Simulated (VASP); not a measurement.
A VASP calculation is set up with these files.

### INCAR
```
SYSTEM = ZrO2
PREC = Accurate
ENCUT = 520
EDIFF = 1E-6
NELM = 100
ALGO = Normal
LREAL = .FALSE.
LASPH = .TRUE.
ISMEAR = 0
SIGMA = 0.05
LMAXMIX = 4
LWAVE = .FALSE.
LCHARG = .FALSE.
ISIF = 2
METAGGA = R2SCAN
LEPSILON = .TRUE.
```

**KPOINTS**
```
Automatic mesh
0
Gamma
6 6 6
0 0 0
```

**POSCAR**
```
ZrO2
1
    0.0000000000     2.5450000000     2.5450000000
    2.5450000000     0.0000000000     2.5450000000
    2.5450000000     2.5450000000     0.0000000000
Zr O
1 2
Direct
  0.0000000000   0.0000000000   0.0000000000
  0.2500000000   0.2500000000   0.2500000000
  0.7500000000   0.7500000000   0.7500000000
```

POTCAR, in this order: Zr_sv O (PBE.64 set). Program: vasp_std.

Output of the run:

**standard output**
```
 POSCAR found type information on POSCAR ZrO
 POSCAR found :  2 types and       3 ions
 Reading from existing POTCAR
 Reading from existing POTCAR

 -----------------------------------------------------------------------------
|                                                                             |
|               ----> ADVICE to this user running VASP <----                  |
|                                                                             |
|     You enforced a specific xc type in the INCAR file but a different       |
|     type was found in the POTCAR file.                                      |
|     I HOPE YOU KNOW WHAT YOU ARE DOING!                                     |
|                                                                             |
 -----------------------------------------------------------------------------

 LDA part: xc-table for (None), standard interpolation
 POSCAR, INCAR and KPOINTS ok, starting setup
 WAVECAR not read
 entering main loop
       N       E                     dE             d eps       ncg     rms          rms(c)
DAV:   1     0.167354821188E+03    0.16735E+03   -0.15004E+04   512   0.159E+03
DAV:   2    -0.534601770608E+02   -0.22081E+03   -0.21532E+03   664   0.399E+02
DAV:   3    -0.616602512443E+02   -0.82001E+01   -0.81904E+01   824   0.755E+01
DAV:   4    -0.618853527543E+02   -0.22510E+00   -0.22508E+00   696   0.840E+00
DAV:   5    -0.618870574586E+02   -0.17047E-02   -0.17046E-02   688   0.719E-01    0.257E+01
DAV:   6    -0.456604344696E+02    0.16227E+02   -0.20804E+01   664   0.434E+01    0.806E+00
DAV:   7    -0.458241736685E+02   -0.16374E+00   -0.16941E+00   640   0.105E+01    0.415E+00
DAV:   8    -0.459175928057E+02   -0.93419E-01   -0.97468E-01   520   0.746E+00    0.177E+00
DAV:   9    -0.458550809218E+02    0.62512E-01   -0.39455E-01   528   0.426E+00    0.406E-01
DAV:  10    -0.458560641658E+02   -0.98324E-03   -0.11165E-02   608   0.103E+00    0.297E-01
DAV:  11    -0.458561441945E+02   -0.80029E-04   -0.64175E-04   648   0.293E-01    0.643E-02
DAV:  12    -0.458560579115E+02    0.86283E-04   -0.57667E-04   560   0.170E-01    0.306E-02
DAV:  13    -0.458560572039E+02    0.70758E-06   -0.17983E-05   616   0.423E-02    0.640E-03
DAV:  14    -0.458560571070E+02    0.96947E-07   -0.20987E-07   416   0.414E-03
   1 F= -.45856057E+02 E0= -.45856057E+02  d E =-.504521E-20

 -----------------------------------------------------------------------------
|                                                                             |
|     EEEEEEE  RRRRRR   RRRRRR   OOOOOOO  RRRRRR      ###     ###     ###     |
|     E        R     R  R     R  O     O  R     R     ###     ###     ###     |
|     E        R     R  R     R  O     O  R     R     ###     ###     ###     |
|     EEEEE    RRRRRR   RRRRRR   O     O  RRRRRR       #       #       #      |
|     E        R   R    R   R    O     O  R   R                               |
|     E        R    R   R    R   O     O  R    R      ###     ###     ###     |
|     EEEEEEE  R     R  R     R  OOOOOOO  R     R     ###     ###     ###     |
|                                                                             |
|     You have switched on METAGGA and linear-response routines. This         |
|     combination is currently not supported. If you have selected            |
|     LEPSILON=.TRUE., you can try using LCALCEPS=.TRUE. instead. In all      |
|     other cases, VASP will stop. SOOO sorry...                              |
|                                                                             |
|       ---->  I REFUSE TO CONTINUE WITH THIS SICK JOB ... BYE!!! <----       |
|                                                                             |
 -----------------------------------------------------------------------------
```

Question: Read input and log: which fault does this run have?
(A) LEPSILON was set with a meta-GGA
(B) fractional coordinates stand under the word Cartesian
(C) NBANDS is too small to hold all electrons
(D) POTCAR lists the elements in another order than POSCAR

Answer: A, LEPSILON was set with a meta-GGA. VASP stops with an error: You have switched on METAGGA and linear-response routines. This combination is currently not supported. If you have selected LEPSILON=.TRUE., you can try using LCALCEPS=.TRUE. instead. In all other cases, VASP will stop. SOOO sorry... ----> I REFUSE TO CONTINUE WITH THIS SICK JOB ... BYE!!! <----

To mend it, use a GGA with LEPSILON, or finite fields (LCALCEPS) with the meta-GGA. The plain static run on this cell (PBE GGA, plane waves, VASP's PBE PAW potentials (set 64)) converges, and its OSZICAR ends with
```
   1 F= -.28560550E+02 E0= -.28560550E+02  d E =-.101112E-14
```

The compound is ZrO2 in the fluorite structure, the high-temperature cubic form, which is unstable at 0 K; the monoclinic form is the stable one. The cell was not relaxed at this level.
